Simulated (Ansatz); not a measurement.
## PbS (Galena): equation of state with PBEsol

Crystal: PbS (Galena).

```
Pb S
1.0
     0.00000    2.96575    2.96575
     2.96575    0.00000    2.96575
     2.96575    2.96575    0.00000
Pb S
1 1
Direct
  0.00000 0.00000 0.00000
  0.50000 0.50000 0.50000
```

- Program: Ansatz 0.2.0
- Task: equation of state
- Functional: PBEsol
- Potentials or basis: all-electron LAPW, scalar-relativistic
- Basis error allowed: 0.0005 eV/atom
- k mesh: 8 × 8 × 8
- Occupations: fermi-dirac, width 0.05 eV
- Spin: no spin polarisation

The equilibrium volume is 25.70 Å³/atom. The bulk modulus is 59 GPa and the pressure derivative of the bulk modulus is 4.0.

Energy against volume, from the lowest point:
```csv
volume (Å³/atom),energy (meV/atom)
24.521,10.68
25.042,3.13
25.564,0.00
26.086,0.89
26.607,5.43
27.129,13.25
27.651,24.02
```

All runs of the series together: 91 s on 1 thread of Arm Neoverse N1, with other jobs on the host.

Spin-orbit coupling is left out, which matters for the levels of Pb.
